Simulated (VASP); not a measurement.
# Ir (Fm-3m) in VASP: further runs

One crystal, Ir, is run at these levels: PBE; tasks: relaxation of cell and atoms, electrostatic potential.

All numbers are computed with VASP 6.6.1; they aren't measurements. Logs are shortened: lines on timing, memory, paths and dates and some standing lists are left out, and cuts for length are marked.

## Step 1: The structure

It takes space group Fm-3m (No. 225, cubic). The conventional cell has a = 3.830 Å, b = 3.830 Å, c = 3.830 Å, α = 90.00°, β = 90.00°, γ = 90.00°. Around Ir (site symmetry m-3m) lie 12 Ir at 2.71 Å.

The cell was built by a generator and needn't be a form met in nature.

## Step 2: Relaxation of cell and atoms, PBE

INCAR reads:

```
PREC = Accurate
ENCUT = 600
EDIFF = 1E-7
ISMEAR = 1
SIGMA = 0.1
LREAL = F
LASPH = T
NELM = 120
ALGO = Fast
ISIF = 3
LWAVE = F
LCHARG = F
GGA = PE
IBRION = 2
NSW = 60
EDIFFG = -0.005
```

KPOINTS reads:

```
regular mesh
0
Gamma
  18 18 18
```

POSCAR reads:

```
Ir
1.0
    0.0000000000      1.9150000000      1.9150000000
    1.9150000000      0.0000000000      1.9150000000
    1.9150000000      1.9150000000      0.0000000000
Ir
1
Direct
    0.0000000000      0.0000000000      0.0000000000
```

Potentials or basis: VASP PAW PBE potentials, release 64 (Ir).

Command:

```bash
$ cat potpaw_PBE.64/Ir/POTCAR > POTCAR
$ mpirun -np 1 vasp_std > vasp.out
```

OUTCAR:

```text
PREC = Accurate
   ENCUT = 600
   EDIFF = 1E-7
   ISMEAR = 1
   LREAL = F
   LASPH = T
   NELM = 120
   ISIF = 3
   GGA = PE
   IBRION = 2
   NSW = 60
   EDIFFG = -0.005

 ion  position               nearest neighbor table
   1  0.000  0.000  0.000-

  LATTYP: Found a face centered cubic cell.
 ALAT       =     3.8300000000

  Lattice vectors:

 A1 = (   0.0000000000,   1.9150000000,   1.9150000000)
 A2 = (   1.9150000000,   0.0000000000,   1.9150000000)
 A3 = (   1.9150000000,   1.9150000000,   0.0000000000)

Analysis of symmetry for initial positions (statically):
=====================================================================
 Subroutine PRICEL returns:
 Original cell was already a primitive cell.

 Routine SETGRP: Setting up the symmetry group for a
 face centered cubic supercell.

 Subroutine GETGRP returns: Found 48 space group operations
 (whereof 48 operations were pure point group operations)
 out of a pool of 48 trial point group operations.

The static configuration has the point symmetry O_h .

Analysis of symmetry for dynamics (positions and initial velocities):
=====================================================================
 Subroutine PRICEL returns:
 Original cell was already a primitive cell.

 Routine SETGRP: Setting up the symmetry group for a
 face centered cubic supercell.

 Subroutine GETGRP returns: Found 48 space group operations
 (whereof 48 operations were pure point group operations)
 out of a pool of 48 trial point group operations.

The dynamic configuration has the point symmetry O_h .

 Subroutine INISYM returns: Found 48 space group operations
 (whereof 48 operations are pure point group operations),
 and found     1 'primitive' translations

----------------------------------------------------------------------------------------

                                     Primitive cell

  volume of cell :      14.0455

  direct lattice vectors                    reciprocal lattice vectors
     0.000000000  1.915000000  1.915000000    -0.261096606  0.261096606  0.261096606
     1.915000000  0.000000000  1.915000000     0.261096606 -0.261096606  0.261096606
     1.915000000  1.915000000  0.000000000     0.261096606  0.261096606 -0.261096606

  length of vectors
     2.708218972  2.708218972  2.708218972     0.452232587  0.452232587  0.452232587

  position of ions in fractional coordinates (direct lattice)
     0.000000000  0.000000000  0.000000000

  ion indices of the primitive-cell ions
   primitive index   ion index
                 1           1

----------------------------------------------------------------------------------------

 KPOINTS: regular mesh

Automatic generation of k-mesh.
 Grid dimensions read from file:
 generate k-points for:   18   18   18

 Generating k-lattice:

  Cartesian coordinates                     Fractional coordinates (reciprocal lattice)
    -0.014505367  0.014505367  0.014505367     0.055555556  0.000000000  0.000000000
     0.014505367 -0.014505367  0.014505367     0.000000000  0.055555556  0.000000000
     0.014505367  0.014505367 -0.014505367     0.000000000  0.000000000  0.055555556

  Length of vectors
     0.025124033  0.025124033  0.025124033

  Shift w.r.t. Gamma in fractional coordinates (k-lattice)
     0.000000000  0.000000000  0.000000000

 Subroutine IBZKPT returns following result:
 ===========================================

 Found    195 irreducible k-points:

 Following reciprocal coordinates:
            Coordinates               Weight
  0.000000  0.000000  0.000000      1.000000
  0.055556  0.000000  0.000000      8.000000
  0.111111  0.000000  0.000000      8.000000
  0.166667  0.000000  0.000000      8.000000
  0.222222  0.000000  0.000000      8.000000
  0.277778  0.000000  0.000000      8.000000
[... 16 lines left out ...]
 -0.277778  0.055556  0.000000     24.000000
 -0.222222  0.055556  0.000000     24.000000
 [... further k-points ...]
   k-points           NKPTS =    195   k-points in BZ     NKDIM =    195   number of bands    NBANDS=      8
   number of dos      NEDOS =    301   number of ions     NIONS =      1
   total plane-waves  NPLWV =  13824
   dimension x,y,z NGX =    24 NGY =   24 NGZ =   24
   dimension x,y,z NGXF=    48 NGYF=   48 NGZF=   48
   ions per type =               1
   NGX,Y,Z   is equivalent  to a cutoff of  14.73, 14.73, 14.73 a.u.
   NGXF,Y,Z  is equivalent  to a cutoff of  29.47, 29.47, 29.47 a.u.
 SYSTEM =  unknown system
   PREC   = accura    normal or accurate (medium, high low for compatibility)
   ISTART =      0    job   : 0-new  1-cont  2-samecut
   ICHARG =      2    charge: 1-file 2-atom 10-const
   ISPIN  =      1    spin polarized calculation?
   LNONCOLLINEAR =      F non collinear calculations
   LSORBIT =      F    spin-orbit coupling
   LASPH  =      T    aspherical Exc in radial PAW
   ENCUT  =  600.0 eV  44.10 Ry    6.64 a.u.   5.41  5.41  5.41*2*pi/ulx,y,z
   NELM   =    120;   NELMIN=  2; NELMDL= -5     # of ELM steps
   EDIFF  = 0.1E-06   stopping-criterion for ELM
   LREAL  =      F    real-space projection
   EDIFFG = -.5E-02   stopping-criterion for IOM
   NSW    =     60    number of steps for IOM
   IBRION =      2    ionic relax: 0-MD 1-quasi-New 2-CG
   NFREE  =      1    steps in history (QN), initial steepest desc. (CG)
   ISIF   =      3    stress and relaxation
   ISYM   =      2    0-nonsym 1-usesym 2-fastsym
   POTIM  = 0.5000    time-step for ionic-motion
   TEBEG  =    0.0;   TEEND  =   0.0 temperature during run
   PSTRESS=    0.0 pullay stress
   NELECT =       9.0000    total number of electrons
   NUPDOWN=      -1.0000    fix difference up-down
   EMIN   =  10.00;   EMAX   =-10.00  energy-range for DOS
   EFERMI =   0.00;   METHOD = LEGACY
   ISMEAR =     1;   SIGMA  =   0.10  broadening in eV -4-tet -1-fermi 0-gaus
   EFERMI_NEDOS =   21; number of points for ismear=-14 and -15
   IALGO  =     68    algorithm
   IMIX   =      4    mixing-type and parameters
     AMIX     =   0.40;   BMIX     =  1.00
     AMIX_MAG =   1.60;   BMIX_MAG =  1.00
  volume/ion in A,a.u.               =      14.05        94.78
  Fermi-wavevector in a.u.,A,eV,Ry     =   1.411379  2.667119 27.102667  1.991990
  Thomas-Fermi vector in A             =   2.533236
   LORBIT       =      0    0 simple, 1 ext, 2 COOP (PROOUT), +10 PAW based schemes
   GGA     = PE    functional components
   LHFCALC =     F    Hartree Fock is set to
   AEXX    =    0.0000 exact exchange contribution
   IVDW    =     0    specifies the selected vdW correction
   LEPSILON=     F    determine dielectric tensor
   LRPA    =     F    only Hartree local field effects (RPA)
 conjugate gradient relaxation of ions
 non-spin polarized calculation
 RMM-DIIS sequential band-by-band and
 Methfessel and Paxton  Order N= 1 SIGMA  =   0.10
  energy-cutoff  :      600.00
  volume of cell :       14.05
 maximum number of plane-waves:       489
 NGX is ok and might be reduce to    24
   NGX = 11   NGY = 11   NGZ = 11

--------------------------------------- Ionic step        1  -------------------------------------------

 number of electron       9.0000000 magnetization

 Free energy of the ion-electron system (eV)
  ---------------------------------------------------
  ext. energy  EPLUGINS =         0.00000000
  ---------------------------------------------------
  free energy    TOTEN  =        -8.83334821 eV

  energy without entropy =       -8.83341321  energy(sigma->0) =       -8.83336988

------------------------ aborting loop because EDIFF is reached ----------------------------------------

  FORCE on cell =-STRESS in cart. coord.  units (eV):
  Direction    XX          YY          ZZ          XY          YZ          ZX
  --------------------------------------------------------------------------------------
  -------------------------------------------------------------------------------------
  Total        1.1040305      1.1040305      1.1040305      0.0000000     -0.0000000      0.0000000
  in kB      125.9375765    125.9375765    125.9375765      0.0000000     -0.0000000      0.0000000
  external PRESSURE =     125.9375765 kB  Pullay stress =       0.0000000 kB
[... 160 lines left out ...]
  energy  without entropy=       -8.8513380981  energy(sigma->0) =       -8.85130270

--------------------------------------- Ionic step        6  -------------------------------------------

 number of electron       9.0000000 magnetization

 E-fermi :  10.0266     XC(G=0): -13.8440

 val. band max:       10.0248620648   @ k =   0.3333   0.1111   0.0556
 cond. band min:      10.0563945494   @ k =   0.3333   0.1111   0.0000
 fundamental gap:      0.0315324846
 Fermi energy:        10.0266088022

 k-point     1 :       0.0000    0.0000    0.0000
  band No.  band energies     occupation
      1      -0.8697      2.00000
      2       6.2455      2.00000
      3       6.2455      2.00000
      4       6.2455      2.00000
      5       8.8320      2.00000
      6       8.8320      2.00000
      7      24.3615      0.00000
      8      29.8037      0.00000
[... 285 lines left out ...]
  energy  without entropy=       -8.8513031627  energy(sigma->0) =       -8.85126653

--------------------------------------- Ionic step        7  -------------------------------------------

 number of electron       9.0000000 magnetization

 Free energy of the ion-electron system (eV)
  ---------------------------------------------------
  ext. energy  EPLUGINS =         0.00000000
  ---------------------------------------------------
  free energy    TOTEN  =        -8.85128979 eV

  energy without entropy =       -8.85134339  energy(sigma->0) =       -8.85130765

 E-fermi :   9.9995     XC(G=0): -13.8345

 val. band max:        9.9976287644   @ k =   0.3333   0.1111   0.0556
 cond. band min:      10.0290296027   @ k =   0.3333   0.1111   0.0000
 fundamental gap:      0.0314008383
 Fermi energy:         9.9995170652

 k-point     1 :       0.0000    0.0000    0.0000
  band No.  band energies     occupation
      1      -0.8797      2.00000
      2       6.2277      2.00000
      3       6.2277      2.00000
      4       6.2277      2.00000
      5       8.8076      2.00000
      6       8.8076      2.00000
      7      24.3372      0.00000
      8      29.7701      0.00000
[... 281 lines left out ...]
  FREE ENERGIE OF THE ION-ELECTRON SYSTEM (eV)
  ---------------------------------------------------
  free  energy   TOTEN  =        -8.8512897875 eV

  energy  without entropy=       -8.8513433870  energy(sigma->0) =       -8.85130765

 reached required accuracy - stopping structural energy minimisation
```

It took 67 s on 1 thread of Intel Xeon Platinum 8488C (Sapphire Rapids), shared host; peak memory 0.18 GiB.

Results:

| Property | Result |
| --- | --- |
| Free energy | -8.8513 eV |
| Relaxed volume | 14.52 Å³/atom |
| Relaxed cell | a = 2.738 Å, b = 2.738 Å, c = 2.738 Å, α = 60.00°, β = 60.00°, γ = 60.00° |
| Space group after relaxing (to 0.05 Å) | Fm-3m (No. 225) |
| Energy gained by relaxing | 17.9 meV/atom |
| Ionic steps | 7 |
| Pressure after relaxing | 0.0 GPa |
| Band gap on the k mesh | none (metal or under the smearing width) |

Step by step:
```tsv
step	energy change (eV)	largest force (eV/Å)	pressure (GPa)	volume (Å³)
1	0.0000	0.0000	12.59	14.05
2	0.1913	0.0000	-31.15	16.41
3	-0.0179	0.0000	-0.74	14.55
4	-0.0179	0.0000	0.06	14.52
5	-0.0179	0.0000	-0.20	14.53
6	-0.0179	0.0000	0.60	14.49
7	-0.0179	0.0000	0.03	14.52
```

Final structure:
```
CELL_PARAMETERS angstrom
0.00000 1.93621 1.93621
1.93621 0.00000 1.93621
1.93621 1.93621 0.00000
ATOMIC_POSITIONS crystal
Ir 0.00000 0.00000 0.00000
```

Levels at points of the mesh, in eV from the Fermi level:
```
           k point  band 1  band 2  band 3  band 4  band 5  band 6  band 7  band 8
(0.00, 0.00, 0.00)  -10.88   -3.77   -3.77   -3.77   -1.19   -1.19   14.34   19.77
(0.50, 0.00, 0.00)   -7.87   -3.87   -3.87   -0.73    0.81    0.81    6.97   13.87
(0.50, 0.50, 0.00)   -7.66   -7.10    0.78    1.37    1.37    1.67   10.12   11.55
```

Spin-orbit coupling is left out, which matters for the levels of Ir.

## Step 3: Electrostatic potential, PBE

This run uses another cell than the first one, of 14.52 Å³/atom, 1.034 times its volume.

INCAR reads:

```
ALGO = Fast ; EDIFF = 1E-7
ENCUT = 520 ; GGA = PE
ISIF = 2 ; ISMEAR = 1
LASPH = T ; LCHARG = T
LREAL = F ; LVHAR = T
LWAVE = F ; NELM = 80
PREC = Accurate ; SIGMA = 0.1
```

KPOINTS reads:

```
k-points
0
Gamma
  18 18 18
```

POSCAR reads:

```
Ir                                      
1.0
    0.0000000000      1.9362071056      1.9362071056
    1.9362071056     -0.0000000000      1.9362071056
    1.9362071056      1.9362071056      0.0000000000
  Ir            
     1
Direct
     0.0000000000000000    0.0000000000000000    0.0000000000000000
```

Potentials or basis: VASP PAW PBE potentials, release 64 (Ir).

Command:

```bash
$ cat potpaw_PBE.64/Ir/POTCAR > POTCAR
$ mpirun -np 1 vasp_std > vasp.out
```

Run time: 18 s. Hardware: 1 thread of Intel Xeon Platinum 8488C (Sapphire Rapids), shared host; peak memory 0.14 GiB.

The run converged. Its results:

| Property | Result |
| --- | --- |
| Free energy | -8.8511 eV |
| Pressure | -0.1 GPa |
| Band gap on the k mesh | none (metal or under the smearing width) |

Levels at points of the mesh, in eV from the Fermi level:
| k point | band 1 | band 2 | band 3 | band 4 | band 5 | band 6 | band 7 | band 8 |
| --- | --- | --- | --- | --- | --- | --- | --- | --- |
| (0.00, 0.00, 0.00) | -10.88 | -3.77 | -3.77 | -3.77 | -1.19 | -1.19 | 14.34 | 19.77 |
| (0.50, 0.00, 0.00) | -7.87 | -3.87 | -3.87 | -0.73 | 0.81 | 0.81 | 6.97 | 13.87 |
| (0.50, 0.50, 0.00) | -7.66 | -7.10 | 0.78 | 1.37 | 1.37 | 1.67 | 10.12 | 11.55 |
